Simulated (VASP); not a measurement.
**VASP 6.6.1, r²SCAN single-point calculation, SnO (strained zincblende)**

INCAR

```
SIGMA = 0.02
LCHARG = .FALSE.
EDIFF = 1E-7
NSW = 0
PREC = Accurate
LREAL = .FALSE.
LASPH = .TRUE.
NELM = 120
ALGO = Normal
ISMEAR = -1
IBRION = -1
LWAVE = .FALSE.
METAGGA = R2SCAN
NBANDS = 17
ISIF = 2
ENCUT = 520
```

KPOINTS

```
KPOINTS created by Atomic Simulation Environment
0
Gamma
8 8 8
0 0 0
```

KPOINTS_OPT

```
special points
9
Reciprocal
0.0000000000 0.0000000000 0.0000000000 1
-0.5000000000 -0.5000000000 0.0000000000 1
-0.3750000000 -0.3750000000 0.2500000000 1
-0.3750000000 0.0000000000 0.3750000000 1
0.0000000000 0.0000000000 0.5000000000 1
-0.5000000000 -0.2500000000 0.2500000000 1
-0.5000000000 -0.4000000000 0.1000000000 1
0.2083330000 -0.5000000000 -0.2916670000 1
0.5000000000 0.0000000000 0.5000000000 1
```

POSCAR

```
Sn O
 1.0000000000000000
     0.0000000000000000    2.7082147309000000    2.7082147309000000
     2.8436254673999999    0.0000000000000000    2.7082147309000000
     2.8436254673999999    2.7082147309000000    0.0000000000000000
 Sn  O
   1   1
Cartesian
  0.0000000000000000  0.0000000000000000  0.0000000000000000
  1.4218127336999999  1.3541073654500000  1.3541073654500000
```

VASP ran with the recommended PBE PAW datasets (20 valence electrons in the cell).

Command

```
mpirun -np 1 vasp_std
```

OSZICAR

```
N       E                     dE             d eps       ncg     rms          rms(c)
DAV:   1     0.130255741854E+03    0.13026E+03   -0.10532E+04  2049   0.164E+03
DAV:   2    -0.223846023084E+02   -0.15264E+03   -0.14603E+03  2231   0.394E+02
DAV:   3    -0.386517087008E+02   -0.16267E+02   -0.16145E+02  2330   0.114E+02
DAV:   4    -0.390406836918E+02   -0.38897E+00   -0.38870E+00  2500   0.191E+01
DAV:   5    -0.390524550263E+02   -0.11771E-01   -0.11771E-01  2781   0.313E+00    0.801E+00
DAV:   6    -0.321056913016E+02    0.69468E+01   -0.88675E+00  3018   0.438E+01    0.361E+00
DAV:   7    -0.322032499076E+02   -0.97559E-01   -0.10102E+00  2151   0.658E+00    0.148E+00
DAV:   8    -0.321815799764E+02    0.21670E-01   -0.11867E-01  2353   0.367E+00    0.203E-01
DAV:   9    -0.321835803227E+02   -0.20003E-02   -0.39458E-03  2446   0.608E-01    0.129E-01
DAV:  10    -0.321839770579E+02   -0.39674E-03   -0.11129E-03  2609   0.376E-01    0.358E-02
DAV:  11    -0.321839854581E+02   -0.84002E-05   -0.35176E-04  2412   0.144E-01    0.261E-02
DAV:  12    -0.321839835707E+02    0.18875E-05   -0.95524E-05  2735   0.686E-02    0.761E-03
DAV:  13    -0.321839823749E+02    0.11957E-05   -0.91027E-06  2248   0.223E-02    0.164E-03
DAV:  14    -0.321839823237E+02    0.51272E-07   -0.54374E-07  2258   0.547E-03
   1 F= -.32183982E+02 E0= -.32183762E+02  d E =-.440829E-03
       N       E                     dE             ncg
DAV:   1     0.139659135576E+04   -0.62169E+04      315
DAV:   2     0.174682232602E+03   -0.12219E+04      378
DAV:   3     0.561116299710E+02   -0.11857E+03      345
DAV:   4     0.534635202259E+02   -0.26481E+01      385
DAV:   5     0.533702923381E+02   -0.93228E-01      413
DAV:   6     0.533678695392E+02   -0.24228E-02      400
DAV:   7     0.533678494498E+02   -0.20089E-04      417
DAV:   8     0.533678491953E+02   -0.25448E-06      377
DAV:   9     0.533678491890E+02   -0.63537E-08      265
```

From OUTCAR

```
k-points           NKPTS =     59   k-points in BZ     NKDIM =     59   number of bands    NBANDS=     17

   NELECT =      20.0000    total number of electrons

   dimension x,y,z NGX =    28 NGY =   30 NGZ =   30
   dimension x,y,z NGXF=    56 NGYF=   60 NGZF=   60

  energy-cutoff  :      520.00
  volume of cell :       41.71
      direct lattice vectors                 reciprocal lattice vectors
     0.000000000  2.708214731  2.708214731    -0.175831876  0.184623470  0.184623470
     2.843625467  0.000000000  2.708214731     0.175831876 -0.184623470  0.184623470
     2.843625467  2.708214731  0.000000000     0.175831876  0.184623470 -0.184623470

 k-points in reciprocal lattice and weights: KPOINTS created by Atomic Simulation Env
   0.00000000  0.00000000  0.00000000       0.002
   0.12500000 -0.00000000 -0.00000000       0.016
   0.25000000 -0.00000000 -0.00000000       0.016
   0.37500000 -0.00000000 -0.00000000       0.016
   0.50000000 -0.00000000 -0.00000000       0.008
   0.12500000  0.12500000  0.00000000       0.008
   0.25000000  0.12500000 -0.00000000       0.031
   0.37500000  0.12500000 -0.00000000       0.031
   ...

 E-fermi :   5.4718

 k-point     1 :       0.0000    0.0000    0.0000
  band No.  band energies     occupation
      1     -16.9721      2.00000
      2     -16.9547      2.00000
      3     -16.9546      2.00000
      4     -16.9201      2.00000
      5     -16.9185      2.00000
      6     -14.2808      2.00000
      7      -0.9175      2.00000
      8       1.7345      2.00000
      9       1.8822      2.00000
     10       1.8822      2.00000
     11       9.9988      0.00000
     12       9.9988      0.00000
     13      10.1464      0.00000
     14      14.6383      0.00000
     15      16.7149      0.00000
     16      17.6022      0.00000
     17      17.6022      0.00000

 k-point     2 :       0.1250   -0.0000   -0.0000
  band No.  band energies     occupation
      1     -16.9819      2.00000
      2     -16.9598      2.00000
      3     -16.9510      2.00000
      4     -16.9191      2.00000
      5     -16.9188      2.00000
      6     -14.2055      2.00000
      7      -1.2011      2.00000
      8       1.7038      2.00000
      9       1.8234      2.00000
     10       2.1185      2.00000
     11       9.2023      0.00000
     12      10.1007      0.00000
     13      10.1580      0.00000
     14      15.3545      0.00000
     15      16.2696      0.00000
     16      16.9721      0.00000
     17      17.0258      0.00000

 k-point     3 :       0.2500   -0.0000   -0.0000
  band No.  band energies     occupation
      1     -17.0238      2.00000
      2     -16.9551      2.00000
      3     -16.9450      2.00000
      4     -16.9166      2.00000
      5     -16.9136      2.00000
      6     -14.0194      2.00000
      7      -1.7752      2.00000
      8       1.5463      2.00000
      9       1.6887      2.00000
     10       2.6249      2.00000
     11       8.0510      0.00000
     12      10.1713      0.00000
     13      10.2845      0.00000
     14      14.8138      0.00000
     15      16.2517      0.00000
     16      16.5690      0.00000
     17      18.1544      0.00000

 k-point     4 :       0.3750   -0.0000   -0.0000
  band No.  band energies     occupation
      1     -17.0654      2.00000
      2     -16.9529      2.00000
      3     -16.9440      2.00000
      4     -16.9094      2.00000
      5     -16.9037      2.00000
      6     -13.8258      2.00000
      7      -2.2782      2.00000
      8       1.3922      2.00000
      9       1.5629      2.00000
     10       2.9736      2.00000
     11       7.4320      0.00000
     12      10.0901      0.00000
     13      10.3714      0.00000
     14      14.3734      0.00000
     15      16.5231      0.00000
     16      16.7128      0.00000
     17      18.4720      0.00000

 k-point     5 :       0.5000   -0.0000   -0.0000
  band No.  band energies     occupation
      1     -17.0821      2.00000
      2     -16.9529      2.00000
      3     -16.9446      2.00000
      4     -16.9054      2.00000
      5     -16.8986      2.00000
      6     -13.7428      2.00000
      7      -2.4765      2.00000
      8       1.3305      2.00000
      9       1.5132      2.00000
     10       3.0718      2.00000
     11       7.2842      0.00000
     12      10.0333      0.00000
     13      10.3791      0.00000
     14      14.2722      0.00000
     15      16.7647      0.00000
     16      16.9360      0.00000
     17      18.1689      0.00000

 k-point     6 :       0.1250    0.1250    0.0000
  band No.  band energies     occupation
      1     -16.9856      2.00000
      2     -16.9622      2.00000
      3     -16.9477      2.00000
      4     -16.9224      2.00000
      5     -16.9164      2.00000
      6     -14.1783      2.00000
      7      -1.2428      2.00000
      8       1.5553      2.00000
      9       1.6878      2.00000
     10       2.4139      2.00000
     11       8.9446      0.00000
     12       9.9349      0.00000
     13      10.3170      0.00000
     14      15.0609      0.00000
     15      16.0428      0.00000
     16      17.5195      0.00000
     17      18.3914      0.00000

 k-point     7 :       0.2500    0.1250   -0.0000
  band No.  band energies     occupation
      1     -17.0236      2.00000
      2     -16.9520      2.00000
      3     -16.9417      2.00000
      4     -16.9243      2.00000
      5     -16.9116      2.00000
      6     -14.0284      2.00000
      7      -1.6435      2.00000
      8       1.3693      2.00000
      9       1.4950      2.00000
     10       2.9458      2.00000
     11       8.0211      0.00000
     12       9.9483      0.00000
     13      10.3530      0.00000
     14      14.2005      0.00000
     15      16.4786      0.00000
     16      17.7271      0.00000
     17      18.5214      0.00000

 k-point     8 :       0.3750    0.1250   -0.0000
  band No.  band energies     occupation
      1     -17.0638      2.00000
      2     -16.9474      2.00000
      3     -16.9407      2.00000
      4     -16.9190      2.00000
      5     -16.9034      2.00000
      6     -13.8372      2.00000
      7      -2.1050      2.00000
      8       1.1395      2.00000
      9       1.3158      2.00000
     10       3.4559      2.00000
     11       7.4135      0.00000
     12       9.7548      0.00000
     13      10.2968      0.00000
     14      14.1857      0.00000
     15      16.3750      0.00000
     16      17.5761      0.00000
     17      19.0328      0.00000

 k-point     9 :       0.5000    0.1250   -0.0000
  band No.  band energies     occupation
      1     -17.0857      2.00000
      2     -16.9476      2.00000
      3     -16.9420      2.00000
      4     -16.9113      2.00000
      5     -16.8995      2.00000
      6     -13.7179      2.00000
      7      -2.3773      2.00000
      8       0.9386      2.00000
      9       1.2740      2.00000
     10       3.7077      2.00000
     11       7.2595      0.00000
     12       9.5334      0.00000
     13      10.2605      0.00000
     14      14.4419      0.00000
     15      16.4340      0.00000
     16      17.2643      0.00000
     17      19.1322      0.00000

 k-point    10 :      -0.3750    0.1250    0.0000
  band No.  band energies     occupation
      1     -17.0792      2.00000
      2     -16.9476      2.00000
      3     -16.9422      2.00000
      4     -16.9101      2.00000
      5     -16.9041      2.00000
      6     -13.7479      2.00000
      7      -2.3298      2.00000
      8       0.9126      2.00000
      9       1.3734      2.00000
     10       3.6489      2.00000
     11       7.3779      0.00000
     12       9.4560      0.00000
     13      10.2828      0.00000
     14      14.7647      0.00000
     15      16.3804      0.00000
     16      16.7373      0.00000
     17      19.4022      0.00000

 k-point    11 :      -0.2500    0.1250    0.0000
  band No.  band energies     occupation
      1     -17.0480      2.00000
      2     -16.9482      2.00000
      3     -16.9426      2.00000
      4     -16.9181      2.00000
      5     -16.9097      2.00000
      6     -13.9073      2.00000
      7      -1.9958      2.00000
      8       1.1141      2.00000
      9       1.5516      2.00000
     10       3.2494      2.00000
     11       7.8183      0.00000
     12       9.5424      0.00000
     13      10.3397      0.00000
     14      15.0556      0.00000
     15      15.7016      0.00000
     16      16.9992      0.00000
     17      19.2740      0.00000

 ...

  Total       -0.8214165     -0.7373981     -0.7373981      0.0000000      0.0000000      0.0000000
  in kB      -31.5504400    -28.3233104    -28.3233104      0.0000000      0.0000000      0.0000000
  external PRESSURE =     -29.3990203 kB  Pullay stress =       0.0000000 kB

 POSITION                                       TOTAL-FORCE (eV/Angst)
 -----------------------------------------------------------------------------------
      0.00000      0.00000      0.00000         0.000000     -0.000000     -0.000000
      1.42181      1.35411      1.35411        -0.000000      0.000000      0.000000
 -----------------------------------------------------------------------------------
    total drift:                                0.000071     -0.000029     -0.000029

  FREE ENERGIE OF THE ION-ELECTRON SYSTEM (eV)
  ---------------------------------------------------
  free  energy   TOTEN  =       -32.1839823237 eV

  energy  without entropy=      -32.1835414952  energy(sigma->0) =      -32.18376191
```

The gap between bands v and c is -0.28 eV (bands overlap: a metal). The least direct gap is 0.15 eV and the pressure is -2.9 GPa.

Band v is the last that the valence electrons fill when counted band by band, and c is the next.

The run took about 2.4 min on one core of a shared host (Intel Xeon Platinum 8488C) and held 0.2 GiB at most.
